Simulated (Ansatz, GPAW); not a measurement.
Given: the input of a run of GPAW 26.7.0 (ASE script) on Sn. This isn't the form of Sn at room conditions, which is tetragonal (white tin).

File run.py:

```python
from ase.dft.bandgap import bandgap
from ase.io import read, write
from ase.units import GPa
from gpaw import GPAW, PW

atoms = read('POSCAR')

calc = GPAW(mode=PW(600),
            xc='RPBE',
            kpts={'size': (7, 7, 7), 'gamma': True},
            occupations={'name': 'methfessel-paxton', 'order': 0, 'width': 0.1},
            nbands=24,
            convergence={'density': 1e-05, 'energy': 1e-05},
            maxiter=150,
            txt='gpaw.txt')
atoms.calc = calc
energy = atoms.get_potential_energy()
forces = atoms.get_forces()
stress = atoms.get_stress()
calc.write('gs.gpw')
write('result.traj', atoms)
print(f'Energy: {energy:.6f} eV')
print('Forces (eV/A):')
print(forces.round(4))
print('Stress (GPa):', (stress / GPa).round(3))
print('Fermi level:', round(calc.get_fermi_level(), 4), 'eV')
print(f'Gap: {bandgap(calc)[0]:.4f} eV, direct: {bandgap(calc, direct=True)[0]:.4f} eV')
```

The input POSCAR:

```
Sn
1.0
    0.0000000000      3.2333428000      3.2333428000
    3.2333428000      0.0000000000      3.2333428000
    3.2333428000      3.2333428000      0.0000000000
Sn
2
Direct
    0.7500000000      0.7500000000      0.7500000000
    0.5000000000      0.5000000000      0.5000000000
```

Potentials or basis: the program's PAW data sets (release 1.2.1) made for this functional, pw.

Command:

```bash
$ OMP_NUM_THREADS=1 python run.py
```

Task: Translate it to Ansatz 0.2.0. Potentials or basis there: Ansatz PAW, cutoff 420 eV.

Result: As run (cutoffs and basis follow the program's own potentials, and thresholds, step limits or extra output files can differ):

Contents of input.yaml:

```yaml
crystal:
  lattice:
    - [0.0, 3.2333428, 3.2333428]
    - [3.2333428, 0.0, 3.2333428]
    - [3.2333428, 3.2333428, 0.0]
  atoms:
    - { symbol: Sn, position: [0.75, 0.75, 0.75] }
    - { symbol: Sn, position: [0.5, 0.5, 0.5] }
hamiltonian:
  xc: rpbe
  pseudopotentials: { kind: paw }
kpoints:
  mp_grid: { grid: [7, 7, 7] }
scf:
  occupations: { method: gaussian, width: 0.1 }
output:
  forces: true
  stress: true
  eigenvalues: true
  write_density: true
  write_potential: true
  elf: true
  volumetric_format: npy
```

Potentials or basis: Ansatz PAW.

Launch:

```console
$ ansatz run input.yaml --threads 2 --pin off --max-ram 5632MiB --backend cpu --events-out ev --progress --plain --runs-dir out
```

Both were run:

|  | GPAW | Ansatz |
| --- | --- | --- |
| Pressure | 4.9 GPa | 5.2 GPa |

Ansatz's pressure holds a Pulay term of +0.03 GPa for its cutoff of 420 eV, which the other run lacks.

Ansatz's potentials were made for PBE.

Where Ansatz's input types no cutoff or centring, it takes its own default and a Γ-centred mesh.

Pressure is positive in compression.
